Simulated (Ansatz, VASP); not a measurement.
**Two plane-wave programs on V**

INCAR

```
PREC = Accurate
ENCUT = 520
EDIFF = 1E-7
ISMEAR = -1
SIGMA = 0.05
LREAL = F
LASPH = T
NELM = 120
ALGO = Normal
ISIF = 2
LWAVE = F
LCHARG = F
ISPIN = 2
MAGMOM = 2
LORBIT = 11
LMAXMIX = 4
GGA = PS
NBANDS = 16
```

Contents of KPOINTS:

```
regular mesh
0
Gamma
  12 12 12
```

File POSCAR:

```
V
1.0
   -1.5169890000      1.5201330000      1.5775550000
    1.4987350000     -1.4780690000      1.5172360000
    1.5065820000      1.4676620000     -1.5354910000
V
1
Direct
    0.0102680000      0.0045550000     -0.0011910000
```

The input input.yaml:

```yaml
crystal:
  lattice:
    - [-1.516989, 1.520133, 1.577555]
    - [1.498735, -1.478069, 1.517236]
    - [1.506582, 1.467662, -1.535491]
  atoms:
    - { symbol: V, position: [0.010268, 0.004555, -0.001191], spin: 2.0 }
hamiltonian:
  xc: pbesol
  pseudopotentials: { kind: paw }
magnetization:
  spin_polarized: true
kpoints:
  mp_grid: { grid: [12, 12, 12] }
scf:
  occupations: { method: fermi_dirac, width: 0.05 }
output:
  forces: true
  stress: true
  eigenvalues: true
  write_density: true
  write_potential: true
  elf: true
  volumetric_format: npy
```

Change from the starting cell: cell strained at random at fixed volume.

Alike in both runs: task single point; functional PBEsol; k mesh 12 × 12 × 12; occupations fermi-dirac, width 0.05 eV; collinear spin, ferromagnetic start.

|  | VASP | Ansatz |
| --- | --- | --- |
| version | VASP 6.6.1 | Ansatz 0.2.0 |
| potentials or method | VASP PAW PBE potentials, release 64 (V_sv) | Ansatz PAW |
| plane-wave cutoff (eV) | 520 | 420 |
| valence electrons in the cell | 13 | 13 |

VASP gave:

* gap on the k mesh at the Fermi level (eV): none
* pressure (GPa): -11.8
* largest component of the traceless stress (GPa): 1.98
* net moment per atom (μB): 0.00

What did Ansatz give for the same quantities?

gap on the k mesh at the Fermi level (eV): none; pressure (GPa): -12.0; largest component of the traceless stress (GPa): 1.98; net moment per atom (μB): 0.00.

A gap of «none» marks a metal or a gap that the smearing closes.

Caveats: the PAW data sets were made with another functional, which shifts forces and pressure a little (VASP); the PAW data sets come from PBE, with cores solved anew for the run's functional, which leaves a small shift of forces and pressure (Ansatz); the starting moments weren't kept (Ansatz).
